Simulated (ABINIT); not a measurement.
# C (C2/m) in ABINIT: notebook

The runs below take C through single point, relaxation of cell and atoms, with LDA.

Everything below comes from runs of ABINIT 10.8.3 (patched build). Logs are shortened: lines on timing, memory, paths and dates and some standing lists are left out, and cuts for length are marked. The log counts tension as positive stress, the text compression.

### 1 Starting point

The structure is monoclinic, space group C2/m (No. 12). Conventional cell: a = 4.255 Å, b = 2.457 Å, c = 3.765 Å, α = 90.00°, β = 111.49°, γ = 90.00°. C (site symmetry m) is surrounded by 3 C at 1.42 Å.

This is a stacking variant of graphite.

### 2 Single point, LDA (atoms moved at random)

The input, run.abi:

```
# Pseudopotentials
pp_dirpath "./"
pseudos "C.upf"

# Structure
acell 3*1.0
rprim
     4.0200527600    -2.3211174153     0.0000000000
     4.0200527600     2.3211174153     0.0000000000
    -2.6060639092     0.0000000000     6.6193895097
ntypat 1
znucl 6
natom 2
typat 1 1
xred
     0.1562730000     0.1618370000     0.9945410000
     0.8353350000     0.8296510000     0.0036400000
chkprim 0
chksymtnons 0
tolsym 1.0e-6

# Plane-wave basis
ecut 31.0

# k points
kptopt 1
ngkpt 10 10 6
nshiftk 1
shiftk 0.0 0.0 0.0

# Exchange and correlation
ixc 7

# Bands and occupations
nband 8
occopt 3
tsmear 0.00183747

# SCF cycle
nstep 100
tolvrs 1.0e-10

# Output
iomode 3
prtwf 0
prtden 0
prteig 0
prtebands 0
enunit 1
```

Potentials or basis: PseudoDojo NC SR LDA v0.4.1 standard.

The run is started by

```
> abinit run.abi > log 2>&1
```

run.abo:

```text
.Version 10.8.3 of ABINIT
 Symmetries : space group P-1 (#  2); Bravais aP (primitive triclinic)
================================================================================
 Values of the parameters that define the memory need of the present run
     intxc =       0    ionmov =       0      iscf =       7    lmnmax =       4
     lnmax =       4     mgfft =      36  mpssoang =       2    mqgrid =    3001
     natom =       2  nloc_mem =       1    nspden =       1   nspinor =       1
    nsppol =       1      nsym =       2    n1xccc =    2501    ntypat =       1
    occopt =       3   xclevel =       1
       mpw =        1031          nfft =       20736          nkpt =         304
================================================================================
================================================================================

--------------------------------------------------------------------------------
------------- Echo of variables that govern the present computation ------------
--------------------------------------------------------------------------------
 -outvars: echo values of preprocessed input variables --------
            acell      1.0000000000E+00  1.0000000000E+00  1.0000000000E+00 Bohr
              amu      1.20110000E+01
          chkprim           0
      chksymtnons           0
             ecut      3.10000000E+01 Hartree
           enunit           1
                       outvar_i_n : Printing only first  50 k-points.
              ixc           7
                       outvar_i_n : Printing only first  50 k-points.
         kptrlatt       10    0    0      0   10    0      0    0    6
          kptrlen      4.26835322E+01
            natom           2
            nband           8
            ngfft          24      24      36
             nkpt         304
            nstep         100
             nsym           2
           ntypat           1
                       prtocc : prtvol=0, do not print more k-points.
           occopt           3
           prtden           0
        prtebands           0
           prteig           0
            prtwf           0
            rprim      4.0200527600E+00 -2.3211174153E+00  0.0000000000E+00
                       4.0200527600E+00  2.3211174153E+00  0.0000000000E+00
                      -2.6060639092E+00  0.0000000000E+00  6.6193895097E+00
          spgroup           2
           tolsym      1.00000000E-06
           tolvrs      1.00000000E-10
           tsmear      1.83747000E-03 Hartree
            typat      1  1
                       outvars : Printing only first  50 k-points.
           xangst     -6.9481942639E-01  6.8341634916E-03  3.4837081269E+00
                       3.5369387132E+00 -6.9815573843E-03  1.2750301478E-02
            xcart     -1.3130184228E+00  1.2914697299E-02  6.5832542624E+00
                       6.6838454920E+00 -1.3193231389E-02  2.4094577815E-02
             xred      1.5627300000E-01  1.6183700000E-01  9.9454100000E-01
                       8.3533500000E-01  8.2965100000E-01  3.6400000000E-03
            znucl        6.00000

================================================================================

 chkinp: Checking input parameters for consistency.

================================================================================
== DATASET  1 ==================================================================

--- !DatasetInfo
iteration_state: {dtset: 1, }
dimensions: {natom: 2, nkpt: 304, mband: 8, nsppol: 1, nspinor: 1, nspden: 1, mpw: 1031, }
cutoff_energies: {ecut:  31.0, pawecutdg:  -1.0, }
electrons: {nelect:   8.00000000E+00, charge:   0.00000000E+00, occopt:   3.00000000E+00, tsmear:   1.83747000E-03, }
meta: {optdriver: 0, ionmov: 0, optcell: 0, iscf: 7, paral_kgb: 0, }
...

 Exchange-correlation functional for the present dataset will be:
  LDA: Perdew-Wang 92 LSD fit to Ceperley-Alder data - ixc=7
  J.P.Perdew and Y.Wang, PRB 45, 13244 (1992)

 Real(R)+Recip(G) space primitive vectors, cartesian coordinates (Bohr,Bohr^-1):
 R(1)=  4.0200528 -2.3211174  0.0000000  G(1)=  0.1243765 -0.2154135  0.0489672
 R(2)=  4.0200528  2.3211174  0.0000000  G(2)=  0.1243765  0.2154135  0.0489672
 R(3)= -2.6060639  0.0000000  6.6193895  G(3)=  0.0000000  0.0000000  0.1510713
 Unit cell volume ucvol=  1.2353124E+02 bohr^3
 Angles (23,13,12)=  1.08496630E+02  1.08496630E+02  6.00029689E+01 degrees

 getcut: wavevector=  0.0000  0.0000  0.0000  ngfft=  24  24  36
         ecut(hartree)=     31.000   => boxcut(ratio)=   2.01990

--- Pseudopotential description ------------------------------------------------
- pspini: atom type   1  psp file is ./C.upf
12 -1012 1 -1 1234                            pspcod,pspxc,lmax,lloc,mmax
     nproj     2     2

   6.96164805E+01                                ecore*ucvol(ha*bohr**3)
--------------------------------------------------------------------------------

================================================================================

--- !BeginCycle
iteration_state: {dtset: 1, }
solver: {iscf: 7, nstep: 100, nline: 4, wfoptalg: 0, }
tolerances: {tolvrs: 1.00E-10, }
...

     iter   Etot(hartree)      deltaE(h)  residm     vres2
 ETOT  1  -12.030239928795    -1.203E+01 1.235E-01 1.651E+02
 ETOT  2  -12.059772290853    -2.953E-02 3.580E-02 4.688E+00
 ETOT  3  -12.060037972349    -2.657E-04 4.412E-03 6.521E-01
 ETOT  4  -12.060082205487    -4.423E-05 5.267E-03 9.507E-04
 ETOT  5  -12.060082281811    -7.632E-08 4.627E-04 1.276E-05
 ETOT  6  -12.060082282961    -1.150E-09 7.139E-04 1.159E-07
 ETOT  7  -12.060082282975    -1.363E-11 3.696E-04 5.927E-10
 ETOT  8  -12.060082282975    -4.619E-14 5.889E-04 4.480E-11

 At SCF step    8       vres2   =  4.48E-11 < tolvrs=  1.00E-10 =>converged.

 Cartesian components of stress tensor (hartree/bohr^3)
  sigma(1 1)=  1.83239974E-04  sigma(3 2)= -7.20189142E-06
  sigma(2 2)=  3.16246757E-04  sigma(3 1)=  1.00345998E-05
  sigma(3 3)=  1.68019567E-04  sigma(2 1)= -5.44572576E-05

--- !ResultsGS
iteration_state: {dtset: 1, }
comment   : Summary of ground state results
lattice_vectors:
- [  4.0200528,  -2.3211174,   0.0000000, ]
- [  4.0200528,   2.3211174,   0.0000000, ]
- [ -2.6060639,   0.0000000,   6.6193895, ]
lattice_lengths: [   4.64203,    4.64203,    7.11392, ]
lattice_angles: [108.497, 108.497,  60.003, ] # degrees, (23, 13, 12)
lattice_volume:   1.2353124E+02
convergence: {deltae: -4.619E-14, res2:  4.480E-11, residm:  5.889E-04, diffor: null, }
etotal    :  -1.20600823E+01
entropy   :   0.00000000E+00
fermie    :   1.64846844E-01
cartesian_stress_tensor: # hartree/bohr^3
- [  1.83239974E-04,  -5.44572576E-05,   1.00345998E-05, ]
- [ -5.44572576E-05,   3.16246757E-04,  -7.20189142E-06, ]
- [  1.00345998E-05,  -7.20189142E-06,   1.68019567E-04, ]
pressure_GPa:  -6.5462E+00
xred      :
- [  1.5627E-01,   1.6184E-01,   9.9454E-01,  C]
- [  8.3534E-01,   8.2965E-01,   3.6400E-03,  C]
cartesian_forces: # hartree/bohr
- [  1.77288234E-02,  -1.44118672E-02,   1.06488508E-02, ]
- [ -1.77288234E-02,   1.44118672E-02,  -1.06488508E-02, ]
force_length_stats: {min:   2.52073623E-02, max:   2.52073623E-02, mean:   2.52073623E-02, }
...

 Integrated electronic density in atomic spheres:
 ------------------------------------------------
 Atom  Sphere_radius  Integrated_density
    1        2.00000          4.79021955
    2        2.00000          4.79082359
================================================================================

 ----iterations are completed or convergence reached----

 Mean square residual over all n,k,spin=   12.004E-07; max=  58.893E-05
 reduced coordinates (array xred) for    2 atoms
       0.156273000000      0.161837000000      0.994541000000
       0.835335000000      0.829651000000      0.003640000000
 rms dE/dt=  6.5795E-02; max dE/dt=  1.0472E-01; dE/dt below (all hartree)
    1      -0.104722441171     -0.037819169443     -0.024286444325
    2       0.104722441171      0.037819169443      0.024286444325

 cartesian coordinates (angstrom) at end:
    1     -0.69481942638928     0.00683416349156     3.48370812686103
    2      3.53693871318051    -0.00698155738426     0.01275030147754

 cartesian forces (hartree/bohr) at end:
    1      0.01772882336670    -0.01441186716521     0.01064885076647
    2     -0.01772882336670     0.01441186716521    -0.01064885076647
 frms,max,avg= 1.4553477E-02 1.7728823E-02   0.000E+00  0.000E+00  0.000E+00 h/b

 cartesian forces (eV/Angstrom) at end:
    1      0.91165275205671    -0.74108800633162     0.54758592302997
    2     -0.91165275205671     0.74108800633162    -0.54758592302997
 frms,max,avg= 7.4836990E-01 9.1165275E-01   0.000E+00  0.000E+00  0.000E+00 e/A
 length scales=  1.000000000000  1.000000000000  1.000000000000 bohr
              =  0.529177210544  0.529177210544  0.529177210544 angstroms
 Fermi (or HOMO) energy (eV) =   4.48571   Average Vxc (eV)= -10.62348
 Eigenvalues (   eV  ) for nkpt= 304  k points:
 kpt#   1, nband=  8, wtk=  0.00167, kpt=  0.0000  0.0000  0.0000 (reduced coord)
 -15.07467   -2.42068    1.12843    1.77827    7.93202   12.46742   13.32893   15.83040
 prteigrs : prtvol=0 or 1, do not print more k-points.

--- !EnergyTerms
iteration_state     : {dtset: 1, }
comment             : Components of total free energy in Hartree
kinetic             :  8.45640831977552E+00
hartree             :  3.72158829820611E+00
xc                  : -4.27854205348362E+00
Ewald energy        : -7.95453124643147E+00
psp_core            :  5.63553651021301E-01
local_psp           : -1.19219776353596E+01
non_local_psp       : -6.46581611875718E-01
internal            : -1.20600822781475E+01
'-kT*entropy'       : -4.82751906272101E-09
total_energy        : -1.20600822829750E+01
total_energy_eV     : -3.28171557160345E+02
band_energy         : -1.37224697429258E+00
...

 Cartesian components of stress tensor (hartree/bohr^3)
  sigma(1 1)=  1.83239974E-04  sigma(3 2)= -7.20189142E-06
  sigma(2 2)=  3.16246757E-04  sigma(3 1)=  1.00345998E-05
  sigma(3 3)=  1.68019567E-04  sigma(2 1)= -5.44572576E-05

-Cartesian components of stress tensor (GPa)         [Pressure= -6.5462E+00 GPa]
- sigma(1 1)=  5.39110618E+00  sigma(3 2)= -2.11886961E-01
- sigma(2 2)=  9.30430081E+00  sigma(3 1)=  2.95228118E-01
- sigma(3 3)=  4.94330634E+00  sigma(2 1)= -1.60218783E+00

== END DATASET(S) ==============================================================
================================================================================

 -outvars: echo values of variables after computation  --------
            acell      1.0000000000E+00  1.0000000000E+00  1.0000000000E+00 Bohr
           etotal     -1.2060082283E+01
            fcart      1.7728823367E-02 -1.4411867165E-02  1.0648850766E-02
                      -1.7728823367E-02  1.4411867165E-02 -1.0648850766E-02
            rprim      4.0200527600E+00 -2.3211174153E+00  0.0000000000E+00
                       4.0200527600E+00  2.3211174153E+00  0.0000000000E+00
                      -2.6060639092E+00  0.0000000000E+00  6.6193895097E+00
           strten      1.8323997446E-04  3.1624675652E-04  1.6801956742E-04
                      -7.2018914189E-06  1.0034599783E-05 -5.4457257626E-05
           xangst     -6.9481942639E-01  6.8341634916E-03  3.4837081269E+00
                       3.5369387132E+00 -6.9815573843E-03  1.2750301478E-02
             xred      1.5627300000E-01  1.6183700000E-01  9.9454100000E-01
                       8.3533500000E-01  8.2965100000E-01  3.6400000000E-03
 Calculation completed.
```

It took 45 s on 1 thread of Arm Neoverse V1, shared host; peak memory 0.09 GiB.

What came out:

* Free energy: -328.1716 eV
* Largest force: 1.296 eV/Å
* Band gap on the k mesh: 1.13 eV, direct
* All electrons inside the program's atomic spheres: C 4.79 (radii [1.0584] Å)

Forces in eV/Å, atoms in the order of the input:
```
C    0.912 -0.741  0.548
C   -0.912  0.741 -0.548
```

Levels at points of the mesh, in eV from the valence-band top:
```
           k point  band 1  band 2  band 3  band 4  band 5  band 6  band 7  band 8
(0.00, 0.00, 0.00)  -19.00   -6.34   -2.80   -2.15    4.01    8.54    9.41   11.91
(0.50, 0.00, 0.00)  -13.68  -12.59   -6.03   -1.69    2.63    8.26   12.00   12.20
(0.00, 0.50, 0.00)  -13.60  -12.78   -5.86   -1.52    2.35    8.30   12.02   12.13
(0.50, 0.50, 0.00)  -13.47  -12.82   -5.82   -2.04    1.71    8.04   12.88   14.56
(0.00, 0.00, 0.50)  -18.77   -7.99   -2.81   -2.15    8.52    9.37    9.59   12.00
(0.50, 0.00, 0.50)  -13.59  -12.52   -6.07   -2.33    2.06    7.95   12.91   14.82
(0.00, 0.50, 0.50)  -13.51  -12.71   -5.90   -2.17    1.80    7.99   12.95   14.80
(0.50, 0.50, 0.50)  -13.54  -12.87   -5.78   -1.47    2.15    8.35   12.13   12.24
```

Caveat: the cutoff is too short for stress, so the log's stress isn't used. A k mesh can miss the band edges.

### 3 Single point, LDA

The input, run.abi:

```
pp_dirpath "./"
pseudos "C.upf"

acell 4.6420265239 4.6420265239 7.1139220251
rprim
     0.8660124494    -0.5000224370     0.0000000000
     0.8660124494     0.5000224370     0.0000000000
    -0.3663329314     0.0000000000     0.9304838437
ntypat 1
znucl 6
natom 2
typat 1 1
xred
     0.1666444700     0.1666444700     0.9999069600
     0.8333555300     0.8333555300     0.0000930400
chkprim 0
chksymtnons 0
tolsym 1.0e-6

ecut 843.552974 eV

kptopt 1
ngkpt 10 10 6
nshiftk 1
shiftk 0.0 0.0 0.0

ixc 7

nband 8
occopt 3
tsmear 0.05 eV

nstep 100
tolvrs 1.0e-10

iomode 3
prtwf 0
prteig 0
prtebands 0
enunit 2
prtden 1
prtvha 1
prtvclmb 1
prtpot 1
prtelf 1
```

Potentials or basis: PseudoDojo NC SR LDA v0.4.1 standard.

The run is started by

```
> mpirun --bind-to none -np 4 abinit run.abi > log 2>&1
```

Run time: 4.6 s. Hardware: 4 MPI ranks of AMD EPYC 9R45 (Zen 5), shared host; peak memory 0.24 GiB.

Results (log left out):

```yaml
Free_energy: -328.1928 eV
Largest_force: 0.006 eV/Å
Band_gap_on_the_k_mesh: 1.35 eV, indirect (least direct gap 1.38 eV)
All_electrons_inside_the_program's_atomic_spheres: C 4.80 (radii [1.0584] Å)
```

Forces on the atoms (eV/Å):
```
C   -0.003  0.000  0.005
C    0.003  0.000 -0.005
```

Levels at points of the mesh, in eV from the valence-band top:
| k point | band 2 | band 3 | band 4 | band 5 | band 6 | band 7 |
| --- | --- | --- | --- | --- | --- | --- |
| (0.00, 0.00, 0.00) | -6.26 | -2.39 | -2.39 | 4.12 | 9.07 | 9.07 |
| (0.50, 0.00, 0.00) | -12.66 | -5.81 | -1.48 | 2.55 | 8.40 | 11.91 |
| (0.50, 0.50, 0.00) | -12.60 | -5.86 | -2.04 | 1.94 | 8.09 | 13.14 |
| (0.00, 0.00, 0.50) | -7.90 | -2.40 | -2.40 | 9.03 | 9.04 | 9.68 |
| (0.50, 0.00, 0.50) | -12.60 | -5.85 | -2.08 | 1.89 | 8.10 | 13.23 |
| (0.50, 0.50, 0.50) | -12.66 | -5.82 | -1.52 | 2.49 | 8.40 | 12.00 |

Caveat: the cutoff is too short for stress, so the log's stress isn't used. A k mesh can miss the band edges.

### 4 Relaxation of cell and atoms, LDA

The input, run.abi:

```
pp_dirpath "./"
pseudos "C.hgh"

acell 3*1.0 Angstrom
rprim
     2.1273203072    -1.2282824400     0.0000000000
     2.1273203072     1.2282824400     0.0000000000
    -1.3790696309     0.0000000000     3.5028300786
ntypat 1
znucl 6
natom 2
typat 1 1
chkprim 0
chksymtnons 0
tolsym 1.0e-6
xred
   0.1666444700   0.1666444700   0.9999069600
   0.8333555300   0.8333555300   0.0000930400

ecut 53.0
ecutsm 0.5

kptopt 1
ngkpt 10 10 6
nshiftk 1
shiftk 0.0 0.0 0.0

ixc 7

nband 8
occopt 3
tsmear 0.05 eV

nstep 80
tolvrs 1.0e-12

iomode 3
prteig 0
prtebands 0
prtwf 0
prtden 0

ionmov 2
optcell 2
ntime 50
tolmxf 2.0e-5
dilatmx 1.08
```

Potentials or basis: HGH LDA.

The run is started by

```
> mpirun --bind-to none -np 4 abinit run.abi > log 2>&1
```

It took 4.6 min on 4 MPI ranks of Intel Xeon Platinum 8488C (Sapphire Rapids), shared host; peak memory 0.32 GiB.

It converged, with:

```
Free energy                            : -310.9499 eV
Relaxed volume                         : 8.66 Å³/atom
Relaxed cell                           : a = 2.443 Å, b = 2.443 Å, c = 3.638 Å, α = 109.73°, β = 109.73°, γ = 60.00°
Space group after relaxing (to 0.05 Å) : R-3m (No. 166)
Energy gained by relaxing              : 3.3 meV/atom
Ionic steps                            : 20
Pressure after relaxing                : 0.0 GPa
Band gap on the k mesh                 : 1.19 eV, direct
```

The path:
| step | energy change (eV) | largest force (eV/Å) | pressure (GPa) | volume (Å³) |
| --- | --- | --- | --- | --- |
| 1 | 0.0000 | 0.0047 | -4.68 | 18.31 |
| 2 | -0.0041 | 0.0030 | 0.74 | 18.04 |
| 3 | -0.0044 | 0.0019 | -0.30 | 18.07 |
| 4 | -0.0045 | 0.0007 | -0.48 | 18.06 |
| 5 | -0.0053 | 0.0079 | -1.06 | 17.88 |
| 6 | -0.0062 | 0.0148 | -1.17 | 17.59 |
| 7 | -0.0066 | 0.0160 | -0.50 | 17.29 |
| 8 | -0.0067 | 0.0100 | -0.22 | 17.35 |
| 9 | -0.0067 | 0.0053 | 0.06 | 17.32 |
| 10 | -0.0067 | 0.0037 | 0.01 | 17.32 |
| 11 | -0.0067 | 0.0003 | -0.02 | 17.33 |
| 12 | -0.0067 | 0.0027 | -0.02 | 17.32 |
| 13 | -0.0067 | 0.0043 | -0.01 | 17.32 |
| 14 | -0.0067 | 0.0062 | 0.01 | 17.32 |
| 15 | -0.0067 | 0.0060 | 0.02 | 17.31 |
| 16 | -0.0067 | 0.0034 | 0.02 | 17.33 |
| 17 | -0.0067 | 0.0047 | 0.05 | 17.31 |
| 18 | -0.0067 | 0.0032 | 0.01 | 17.32 |
| 19 | -0.0067 | 0.0022 | 0.00 | 17.32 |
| 20 | -0.0067 | 0.0009 | 0.00 | 17.32 |

Final structure:
```yaml
crystal:
  lattice:
    - [2.11551, -1.22146, -0.01448]
    - [2.11551, 1.22146, -0.01448]
    - [-1.39526, 0.00000, 3.36017]
  atoms:
    - { symbol: C, position: [0.16663, 0.16663, 0.99988] }
    - { symbol: C, position: [0.83337, 0.83337, 0.00012] }
```

Caveat: HGH potentials are hard and often keep d shells in the core, so these values are rough. A k mesh can miss the band edges.
